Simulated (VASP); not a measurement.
**ScAl: relaxation of cell and atoms with vdW-DF-cx**

Crystal: ScAl.

```
Sc Al
1.0
     3.37035    0.00000    0.00000
     0.00000    3.37035    0.00000
     0.00000    0.00000    3.37035
Sc Al
1 1
Direct
  0.50000 0.50000 0.50000
  0.00000 0.00000 0.00000
```

The cell comes from a database or a generator and needn't be the stable form of this composition.

```
Program                : VASP 6.6.1
Task                   : relaxation of cell and atoms
Functional             : vdW-DF-cx
Potentials or basis    : VASP PAW PBE potentials, release 64 (Sc_sv, Al)
Cutoff                 : 600 eV
k mesh                 : 8 × 8 × 8
Occupations            : fermi-dirac, width 0.05 eV
Spin                   : no spin polarisation
Further INCAR settings : ALGO = Normal; EDIFF = 1e-07; IBRION = 2; EDIFFG = -0.02; NSW = 60; ISIF = 3
```

| Item | Value |
| --- | --- |
| Relaxed volume | 18.88 Å³/atom |
| Relaxed cell | a = 3.355 Å, b = 3.355 Å, c = 3.355 Å, α = 90.00°, β = 90.00°, γ = 90.00° |
| Space group after relaxing (to 0.05 Å) | Pm-3m (No. 221) |
| Energy gained by relaxing | 0.9 meV/atom |
| Ionic steps | 3 |
| Pressure after relaxing | 0.0 GPa |
| Band gap on the k mesh | none (metal or under the smearing width) |

The path:
```
step  energy change (eV)  largest force (eV/Å)  pressure (GPa)  volume (Å³)
   1              0.0000                0.0000           -1.07        38.28
   2             -0.0016                0.0000            0.40        37.58
   3             -0.0018                0.0000            0.00        37.76
```

Final structure:
```yaml
crystal:
  lattice:
    - [3.35492, 0.00000, 0.00000]
    - [0.00000, 3.35492, 0.00000]
    - [0.00000, 0.00000, 3.35492]
  atoms:
    - { symbol: Sc, position: [0.50000, 0.50000, 0.50000] }
    - { symbol: Al, position: [0.00000, 0.00000, 0.00000] }
```

Levels at points of the mesh, in eV from the Fermi level:
```csv
k point,band 3,band 4,band 5,band 6,band 7,band 8,band 9,band 10,band 11
"(0.00, 0.00, 0.00)",-27.92,-27.92,-8.50,-0.70,-0.70,2.74,2.74,2.74,3.80
"(0.50, 0.00, 0.00)",-27.91,-27.91,-5.68,-4.58,0.26,0.79,0.79,2.97,3.85
"(0.50, 0.50, 0.00)",-28.08,-27.89,-4.73,-1.86,-1.86,-0.83,1.54,1.54,3.72
"(0.50, 0.50, 0.50)",-28.06,-28.06,-2.59,-2.59,-2.59,-0.36,2.96,2.96,2.96
```

Run time: 75 s on 1 thread of Intel(R) Xeon(R) Platinum 8488C (Sapphire Rapids), on a shared host, peak memory 0.33 GiB.

Caveat: the PAW data sets were made with another functional, which shifts forces and pressure a little.
